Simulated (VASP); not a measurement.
# PtS2 (P-3m1) in VASP: further runs

One crystal, PtS2, is run at these levels: PBE; tasks: relaxation of cell and atoms, single point.

All numbers are computed with VASP 6.6.1; they aren't measurements. Logs are shortened: lines on timing, memory, paths and dates and some standing lists are left out, and cuts for length are marked.

### 1 Starting point

Symmetry: P-3m1, No. 164, trigonal system. Conventional cell: a = 3.543 Å, b = 3.543 Å, c = 5.039 Å, α = 90.00°, β = 90.00°, γ = 120.00°. Pt (site symmetry -3m) is surrounded by 6 S at 2.34 Å. S (site symmetry 3m) is surrounded by 3 Pt at 2.34 Å.

### 2 Relaxation of cell and atoms, PBE

File INCAR:

```
SYSTEM = PtS2
PREC = Accurate
ENCUT = 580
EDIFF = 1E-6
ISMEAR = -1
SIGMA = 0.05
LREAL = .FALSE.
LASPH = .TRUE.
NELM = 80
ALGO = Fast
ISIF = 3
LWAVE = .FALSE.
LCHARG = .FALSE.
GGA = PE
IBRION = 2
NSW = 60
EDIFFG = -0.01
```

File KPOINTS:

```
regular mesh
0
G
  9 9 5
  0 0 0
```

File POSCAR:

```
PtS2
1.0
    3.5432000000      0.0000000000      0.0000000000
   -1.7716000000      3.0685012107      0.0000000000
    0.0000000000      0.0000000000      5.0388000000
Pt S
1 2
Direct
    0.0000000000      0.0000000000      0.0000000000
    0.6666666667      0.3333333333      0.7730000000
    0.3333333333      0.6666666667      0.2270000000
```

Potentials or basis: VASP PAW PBE potentials, release 54 (Pt, S).

Launch:

```bash
> cat potpaw_PBE.54/Pt/POTCAR potpaw_PBE.54/S/POTCAR > POTCAR
> mpirun -np 1 vasp_std > vasp.out
```

OUTCAR:

```text
SYSTEM = PtS2
   PREC = Accurate
   ENCUT = 580
   EDIFF = 1E-6
   ISMEAR = -1
   LREAL = .FALSE.
   LASPH = .TRUE.
   NELM = 80
   ISIF = 3
   GGA = PE
   IBRION = 2
   NSW = 60
   EDIFFG = -0.01

 ion  position               nearest neighbor table
   1  0.000  0.000  0.000-   2 2.34   3 2.34   2 2.34   3 2.34   2 2.34   3 2.34
   2  0.667  0.333  0.773-   1 2.34   1 2.34   1 2.34
   3  0.333  0.667  0.227-   1 2.34   1 2.34   1 2.34

  LATTYP: Found a hexagonal cell.
 ALAT       =     3.5432000000
 C/A-ratio  =     1.4221043125

  Lattice vectors:

 A1 = (   3.5432000000,   0.0000000000,   0.0000000000)
 A2 = (  -1.7716000000,   3.0685012107,   0.0000000000)
 A3 = (   0.0000000000,   0.0000000000,   5.0388000000)

Analysis of symmetry for initial positions (statically):
=====================================================================
 Subroutine PRICEL returns:
 Original cell was already a primitive cell.

 Routine SETGRP: Setting up the symmetry group for a
 hexagonal supercell.

 Subroutine GETGRP returns: Found 12 space group operations
 (whereof 12 operations were pure point group operations)
 out of a pool of 24 trial point group operations.

The static configuration has the point symmetry D_3d.

Analysis of symmetry for dynamics (positions and initial velocities):
=====================================================================
 Subroutine PRICEL returns:
 Original cell was already a primitive cell.

 Routine SETGRP: Setting up the symmetry group for a
 hexagonal supercell.

 Subroutine GETGRP returns: Found 12 space group operations
 (whereof 12 operations were pure point group operations)
 out of a pool of 24 trial point group operations.

The dynamic configuration has the point symmetry D_3d.

 Subroutine INISYM returns: Found 12 space group operations
 (whereof 12 operations are pure point group operations),
 and found     1 'primitive' translations

----------------------------------------------------------------------------------------

                                     Primitive cell

  volume of cell :      54.7834

  direct lattice vectors                    reciprocal lattice vectors
     3.543200000  0.000000000  0.000000000     0.282230752  0.162946001  0.000000000
    -1.771600000  3.068501211  0.000000000     0.000000000  0.325892001  0.000000000
     0.000000000  0.000000000  5.038800000     0.000000000  0.000000000  0.198459951

  length of vectors
     3.543200000  3.543200000  5.038800000     0.325892001  0.325892001  0.198459951

  position of ions in fractional coordinates (direct lattice)
     0.000000000  0.000000000  0.000000000
     0.666666667  0.333333333  0.773000000
     0.333333333  0.666666667  0.227000000

  ion indices of the primitive-cell ions
   primitive index   ion index
                 1           1
                 2           2
                 3           3

----------------------------------------------------------------------------------------

 KPOINTS: regular mesh

Automatic generation of k-mesh.
 Grid dimensions read from file:
 generate k-points for:    9    9    5

 Generating k-lattice:

  Cartesian coordinates                     Fractional coordinates (reciprocal lattice)
     0.031358972  0.018105111  0.000000000     0.111111111  0.000000000  0.000000000
     0.000000000  0.036210222  0.000000000     0.000000000  0.111111111  0.000000000
     0.000000000  0.000000000  0.039691990     0.000000000  0.000000000  0.200000000

  Length of vectors
     0.036210222  0.036210222  0.039691990

  Shift w.r.t. Gamma in fractional coordinates (k-lattice)
     0.000000000  0.000000000  0.000000000

 Subroutine IBZKPT returns following result:
 ===========================================

 Found     50 irreducible k-points:

 Following reciprocal coordinates:
            Coordinates               Weight
  0.000000  0.000000  0.000000      1.000000
  0.111111 -0.000000  0.000000      6.000000
  0.222222  0.000000  0.000000      6.000000
  0.333333  0.000000  0.000000      6.000000
  0.444444  0.000000  0.000000      6.000000
  0.111111  0.111111  0.000000      6.000000
[... 16 lines left out ...]
  0.222222  0.111111  0.200000     12.000000
 -0.111111  0.333333  0.200000     12.000000
 [... further k-points ...]
   k-points           NKPTS =     50   k-points in BZ     NKDIM =     50   number of bands    NBANDS=     15
   number of dos      NEDOS =    301   number of ions     NIONS =      3
   total plane-waves  NPLWV =  31360
   dimension x,y,z NGX =    28 NGY =   28 NGZ =   40
   dimension x,y,z NGXF=    56 NGYF=   56 NGZF=   80
   ions per type =               1   2
   NGX,Y,Z   is equivalent  to a cutoff of  13.14, 13.14, 13.20 a.u.
   NGXF,Y,Z  is equivalent  to a cutoff of  26.28, 26.28, 26.39 a.u.
 SYSTEM =  PtS2
   PREC   = accura    normal or accurate (medium, high low for compatibility)
   ISTART =      0    job   : 0-new  1-cont  2-samecut
[... 72 lines left out ...]

  energy  without entropy=      -15.4120871397  energy(sigma->0) =      -15.41209374

 E-fermi :   5.9119     XC(G=0): -10.1075

 val. band max:        5.3763696051   @ k =   0.0000   0.2222   0.2000
 cond. band min:       6.4642199450   @ k =   0.0000   0.2222   0.4000
 fundamental gap:      1.0878503399
 Fermi energy:         5.9118882508

 k-point     1 :       0.0000    0.0000    0.0000
  band No.  band energies     occupation
      1      -9.2416      2.00000
      2      -6.7209      2.00000
      3      -0.8143      2.00000
      4      -0.6759      2.00000
      5      -0.6759      2.00000
      6       2.0073      2.00000
      7       2.0073      2.00000
      8       3.7379      2.00000
      9       4.5800      2.00000
     10       4.5800      2.00000
     11       5.3135      1.99999
     12       7.8121      0.00000
     13       7.8121      0.00000
     14      10.6034      0.00000
[... 401 lines left out ...]
      2      -7.0799      2.00000
      3      -0.5601      2.00000
      4      -0.2959      2.00000
      5       0.3183      2.00000
      6       0.7747      2.00000
      7       1.4680      2.00000
      8       2.7158      2.00000
      9       3.9779      2.00000
     10       4.1364      2.00000
     11       5.1500      2.00000
     12       6.5275      0.00001
     13       7.3292      0.00000
     14      11.2343      0.00000
     15      13.0559      0.00000

 [... further k-points ...]

 E-fermi :   5.4713     XC(G=0):  -9.8712

 val. band max:        4.8740928462   @ k =   0.0000   0.2222   0.2000
 cond. band min:       6.0630322738   @ k =   0.0000   0.2222   0.4000
 fundamental gap:      1.1889394276
 Fermi energy:         5.4712771661

 k-point     1 :       0.0000    0.0000    0.0000
  band No.  band energies     occupation
      1      -9.5811      2.00000
      2      -7.1650      2.00000
      3      -1.0863      2.00000
      4      -1.0538      2.00000
      5      -1.0538      2.00000
      6       1.6203      2.00000
      7       1.6203      2.00000
      8       3.3808      2.00000
      9       4.1829      2.00000
     10       4.1829      2.00000
     11       4.7289      2.00000
     12       7.4828      0.00000
     13       7.4828      0.00000
     14      10.2513      0.00000
[... 401 lines left out ...]
      2      -7.4760      2.00000
      3      -0.9006      2.00000
      4      -0.6728      2.00000
      5      -0.0739      2.00000
      6       0.4158      2.00000
      7       1.0675      2.00000
      8       2.3416      2.00000
      9       3.6031      2.00000
     10       3.7691      2.00000
     11       4.6956      2.00000
     12       6.1604      0.00000
     13       6.9257      0.00000
     14      10.8962      0.00000
     15      12.7238      0.00000

 [... further k-points ...]

[... ionic steps 4 to 14 ...]

--------------------------------------- Ionic step       15  -------------------------------------------

 number of electron      22.0000005 magnetization

------------------------ aborting loop because EDIFF is reached ----------------------------------------
[... 69 lines left out ...]
--------------------------------------- Ionic step       17  -------------------------------------------

 number of electron      22.0000005 magnetization

 Free energy of the ion-electron system (eV)
  ---------------------------------------------------
  ext. energy  EPLUGINS =         0.00000000
  ---------------------------------------------------
  free energy    TOTEN  =       -15.45970799 eV

  energy without entropy =      -15.45970795  energy(sigma->0) =      -15.45970797

 E-fermi :   4.0962     XC(G=0):  -9.0205

 val. band max:        3.2955241870   @ k =   0.0000   0.2222   0.2000
 cond. band min:       4.8334130351   @ k =   0.0000   0.2222   0.4000
 fundamental gap:      1.5378888481
 Fermi energy:         4.0961588123

 k-point     1 :       0.0000    0.0000    0.0000
  band No.  band energies     occupation
      1     -10.8238      2.00000
      2      -8.5560      2.00000
      3      -2.3606      2.00000
      4      -2.3606      2.00000
      5      -2.1184      2.00000
      6       0.3244      2.00000
      7       0.3244      2.00000
      8       2.2405      2.00000
      9       2.8926      2.00000
     10       2.8926      2.00000
     11       2.9288      2.00000
     12       6.3441      0.00000
     13       6.3441      0.00000
     14       8.6536      0.00000
[... 401 lines left out ...]
      2      -8.7841      2.00000
      3      -2.1448      2.00000
      4      -1.9684      2.00000
      5      -1.3925      2.00000
      6      -0.8068      2.00000
      7      -0.2565      2.00000
      8       1.0891      2.00000
      9       2.3373      2.00000
     10       2.5708      2.00000
     11       3.2357      2.00000
     12       5.0075      0.00000
     13       5.6282      0.00000
     14       9.7731      0.00000
     15      11.1049      0.00000

 [... further k-points ...]

------------------------ aborting loop because EDIFF is reached ----------------------------------------

  FORCE on cell =-STRESS in cart. coord.  units (eV):
  Direction    XX          YY          ZZ          XY          YZ          ZX
  --------------------------------------------------------------------------------------
  -------------------------------------------------------------------------------------
  Total       -0.0157793     -0.0157793     -0.0129020      0.0000000      0.0000000      0.0000000
  in kB       -0.3592012     -0.3592012     -0.2937024      0.0000000      0.0000000      0.0000000
  external PRESSURE =      -0.3373682 kB  Pullay stress =       0.0000000 kB
[... 18 lines left out ...]
  FREE ENERGIE OF THE ION-ELECTRON SYSTEM (eV)
  ---------------------------------------------------
  free  energy   TOTEN  =       -15.4597079882 eV

  energy  without entropy=      -15.4597079495  energy(sigma->0) =      -15.45970797

 reached required accuracy - stopping structural energy minimisation
```

It took 4.9 min on 1 thread of AMD EPYC 9R45 (Zen 5), shared host; peak memory 0.19 GiB.

Results:

| Item | Value |
| --- | --- |
| Free energy | -15.4597 eV |
| Relaxed volume | 23.46 Å³/atom |
| Relaxed cell | a = 3.573 Å, b = 3.573 Å, c = 6.365 Å, α = 90.00°, β = 90.00°, γ = 120.00° |
| Space group after relaxing (to 0.05 Å) | P-3m1 (No. 164) |
| Energy gained by relaxing | 62.6 meV/atom |
| Ionic steps | 17 |
| Pressure after relaxing | 0.0 GPa |
| Band gap on the k mesh | 1.54 eV, indirect (least direct gap 1.56 eV) |

The path:
```tsv
step	energy change (eV)	largest force (eV/Å)	pressure (GPa)	volume (Å³)
1	0.0000	1.2130	11.11	54.78
2	0.2399	1.3939	-12.58	65.45
3	-0.1403	0.0240	-0.35	58.46
4	-0.1405	0.0517	-0.15	58.34
5	-0.1405	0.0719	0.04	58.27
6	-0.1478	0.0096	0.13	58.35
7	-0.1525	0.1450	0.28	58.47
8	-0.1554	0.1465	0.18	58.83
9	-0.1630	0.1452	-0.07	59.91
10	-0.1743	0.1294	-0.35	62.06
11	-0.1858	0.0449	-0.30	66.36
12	-0.1874	0.0047	-0.17	68.10
13	-0.1875	0.0565	0.07	70.17
14	-0.1711	0.4344	-2.01	72.33
15	-0.1878	0.0047	-0.21	70.43
16	-0.1751	0.0402	1.68	69.86
17	-0.1879	0.0002	-0.03	70.38
```

Final structure:
```yaml
crystal:
  lattice:
    - [3.57340, 0.00000, 0.00000]
    - [-1.78670, 3.09466, 0.00000]
    - [0.00000, 0.00000, 6.36454]
  atoms:
    - { symbol: Pt, position: [0.00000, 0.00000, 0.00000] }
    - { symbol: S, position: [0.66667, 0.33333, 0.80733] }
    - { symbol: S, position: [0.33333, 0.66667, 0.19267] }
```

Caveat: the volume moved by over 15 % at a fixed basis, so the end points are rough; spin-orbit coupling is left out, which moves the levels of the heavy elements; an odd mesh through Γ misses points on the zone boundary, where band edges often lie; this functional lacks dispersion, which binds the layers, so the pressure and a relaxed spacing across them are unreliable, and here the layers came unbound; the volume moved by +28 % from the deposited cell, more than functionals usually miss.

### 3 Single point, PBE

File INCAR:

```
SYSTEM = PtS2
PREC = Accurate ; ENCUT = 520
EDIFF = 1E-7 ; ISMEAR = 0
SIGMA = 0.014 ; LREAL = .FALSE.
LASPH = .TRUE. ; NELM = 100
ALGO = Fast ; ISIF = 2
LWAVE = .FALSE. ; LCHARG = .FALSE.
GGA = PE ; NBANDS = 18
```

KPOINTS is that of step 2.

POSCAR is that of step 2.

Potentials or basis: VASP PAW PBE potentials, release 64 (Pt, S).

Launch:

```bash
> cat potpaw_PBE.64/Pt/POTCAR potpaw_PBE.64/S/POTCAR > POTCAR
> mpirun -np 1 vasp_std > vasp.out
```

Wall time 46 s (1 thread of AMD EPYC 7R13 (Zen 3), shared host); peak memory 0.17 GiB.

Results (log left out):

* Free energy: -15.2714 eV
* Pressure: 11.1 GPa
* Largest force: 1.213 eV/Å
* Band gap on the k mesh: 1.03 eV, indirect (least direct gap 1.08 eV)

Forces in eV/Å, atoms in the order of the input:
```
Pt   0.000  0.000  0.000
S    0.000  0.000 -1.213
S    0.000  0.000  1.213
```

Stress tensor (GPa, compression positive):
```
11.58  0.00  0.00
 0.00 11.58  0.00
 0.00  0.00 10.10
```

Levels at points of the mesh, in eV from the valence-band top:
```tsv
k point	band 7	band 8	band 9	band 10	band 11	band 12	band 13	band 14	band 15	band 16
(0.00, 0.00, 0.00)	-3.97	-1.79	-1.14	-1.14	-0.12	2.46	2.46	4.80	5.78	7.93
```

Caveat: spin-orbit coupling is left out, which moves the levels of the heavy elements; an odd mesh through Γ misses points on the zone boundary, where band edges often lie; forces of over 1 eV/Å show positions far from the minimum, so gaps and moduli don't describe the material at rest.

### 4 Single point, PBE

File INCAR:

```
SYSTEM = PtS2
PREC = Accurate ; ENCUT = 520
EDIFF = 1E-6 ; ISMEAR = 0
SIGMA = 0.024 ; LREAL = .False.
LASPH = .True. ; NELM = 100
ALGO = Normal ; ISIF = 2
LWAVE = .False. ; LCHARG = .False.
GGA = PE
```

File KPOINTS:

```
Automatic mesh
0
Gamma
  9 9 5
  0 0 0
```

POSCAR is that of step 3.

Launch:

```bash
> cat potpaw_PBE.64/Pt/POTCAR potpaw_PBE.64/S/POTCAR > POTCAR
> mpirun -np 1 vasp_std > vasp.out
```

Wall time 24 s (1 thread of Intel Xeon Platinum 8559C (Emerald Rapids), shared host); peak memory 0.19 GiB.

It converged, with:

| Property | Result |
| --- | --- |
| Free energy | -15.2714 eV |
| Pressure | 11.1 GPa |
| Largest force | 1.213 eV/Å |
| Band gap on the k mesh | 1.03 eV, indirect (least direct gap 1.08 eV) |

Forces on the atoms (eV/Å):
```
Pt   0.000  0.000  0.000
S    0.000  0.000 -1.213
S    0.000  0.000  1.213
```

Stress tensor (GPa, compression positive):
```
11.57  0.00  0.00
 0.00 11.57  0.00
 0.00  0.00 10.08
```

Levels at points of the mesh, in eV from the valence-band top:
| k point | band 8 | band 9 | band 10 | band 11 | band 12 | band 13 | band 14 | band 15 |
| --- | --- | --- | --- | --- | --- | --- | --- | --- |
| (0.00, 0.00, 0.00) | -1.79 | -1.14 | -1.14 | -0.12 | 2.46 | 2.46 | 4.80 | 5.78 |

Caveat: spin-orbit coupling is left out, which moves the levels of the heavy elements; an odd mesh through Γ misses points on the zone boundary, where band edges often lie; forces of over 1 eV/Å show positions far from the minimum, so gaps and moduli don't describe the material at rest.

### 5 The reference run

An earlier run on the cell as given: functional PBEsol; potentials or basis VASP PAW PBE potentials, release 64 (Pt, S); cutoff 520 eV; k mesh 9 × 9 × 5; occupations fermi-dirac, width 0.05 eV; no spin polarisation.

* Pressure: 6.1 GPa
* Largest force: 0.930 eV/Å
* Band gap on the k mesh: 0.96 eV, indirect (least direct gap 1.00 eV)

### 6 Overview

```csv
task,level,potentials or basis,cell,cutoff (eV),smearing,ladder,gap on the mesh (eV),pressure (GPa),largest force (eV/Å)
relaxation of cell and atoms,PBE,"VASP PAW PBE potentials, release 54 (Pt, S)",relaxed,580,fermi-dirac 0.05 eV,-,1.54,0.0,-
single point,PBE,"VASP PAW PBE potentials, release 64 (Pt, S)",as given,520,gaussian 0.014 eV,-,1.03,11.1,1.21
single point,PBE,"VASP PAW PBE potentials, release 64 (Pt, S)",as given,520,gaussian 0.024 eV,-,1.03,11.1,1.21
single point,PBEsol,"VASP PAW PBE potentials, release 64 (Pt, S)",as given,520,fermi-dirac 0.05 eV,free,0.96,6.1,0.93
```

Alike in all rows: no spin polarisation; k mesh 9 × 9 × 5.

Caveats: spin-orbit coupling is left out, which moves the levels of the heavy elements; an odd mesh through Γ misses points on the zone boundary, where band edges often lie; forces of over 1 eV/Å show positions far from the minimum, so gaps and moduli don't describe the material at rest (some runs); the volume moved by over 15 % at a fixed basis, so the end points are rough (some runs); this functional lacks dispersion, which binds the layers, so the pressure and a relaxed spacing across them are unreliable, and here the layers came unbound (some runs); the volume moved by +28 % from the deposited cell, more than functionals usually miss (some runs); the PAW data sets were made with another functional, which shifts forces and pressure a little (some runs).

Absolute energies hang on the potentials; compare differences alone.
